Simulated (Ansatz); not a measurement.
**NaH: the cell at several levels of theory**

An exercise on one series of results from a longer session: the logs are not shown, and one member is left open.

Code: Ansatz 0.2.0. PAW datasets, plane waves, zero pressure. (Calculated; spin-unpolarised; the phase may be known or hypothetical.)

### The cell

This is the cell as the run starts from it, not yet at rest; its lengths are not the crystal's.

The symmetry is P6_3/mmc (No. 194, hexagonal); conventional cell a = 2.800 Å, c = 4.564 Å, 7.74 Å³ an atom. Near Na stand 6 H at 1.98 Å; near H stand 6 Na at 1.98 Å.

Coordinates:

```cif
data_structure
_symmetry_space_group_name_H-M 'P6_3/mmc'
_symmetry_Int_Tables_number 194
_cell_length_a 2.7997
_cell_length_b 2.7997
_cell_length_c 4.5635
_cell_angle_alpha 90.000
_cell_angle_beta 90.000
_cell_angle_gamma 120.000
_cell_volume 30.98
loop_
_atom_site_label
_atom_site_type_symbol
_atom_site_symmetry_multiplicity
_atom_site_Wyckoff_symbol
_atom_site_fract_x
_atom_site_fract_y
_atom_site_fract_z
_atom_site_occupancy
Na1 Na 2 a 0.00000 0.00000 0.00000 1
H1 H 2 c 0.33333 0.66667 0.25000 1
```

Set-up of the first run:

Input file input.yaml:

```yaml
crystal:
  lattice:
    - [2.79969459, 0.0, 0.0]
    - [-1.399847295, 2.4246066378, 0.0]
    - [0.0, 0.0, 4.5635021817]
  atoms:
    - { symbol: Na, position: [0.0, 0.0, 0.0] }
    - { symbol: Na, position: [0.0, 0.0, 0.5] }
    - { symbol: H, position: [0.3333333333, 0.6666666667, 0.25] }
    - { symbol: H, position: [0.6666666667, 0.3333333333, 0.75] }
kpoints:
  mp_grid: { grid: [12, 12, 6] }
hamiltonian:
  xc: pbe
scf:
  occupations: { method: fermi_dirac, width: 0.02 }
relax:
  f_tol: 0.005
  cell: {}
```

Steps of the session up to this table: Relaxation with PBE; r2SCAN: cell and atoms; PBEsol: cell and atoms; Relaxing with LDA; Relaxing with HSE06.

One table of the session follows, with a row left open; its other results are not shown here.

```
 level  a (Å)  c (Å)  volume (Å³/atom)
   PBE      ?      ?                 ?
r2SCAN  3.319  5.831            13.908
PBEsol  3.314  5.842            13.894
   LDA  3.244  5.720            13.031
 HSE06  3.326  5.850            14.008
```

**Question.** Estimate the row for PBE.

The run gave: a (Å): 3.345; c (Å): 5.885; volume (Å³/atom): 14.257. In the column «a (Å)» it is the highest.

In words: The first relaxation changed the volume by +84.1 % from the start. The volume runs from LDA (least) to PBE (most), a spread of 9.4 %, or 3.0 % in length if all axes shared it alike. The meshes differ: PBE 12×12×6, r2SCAN 12×12×4, PBEsol 12×12×4, LDA 12×12×4, HSE06 6×6×4.
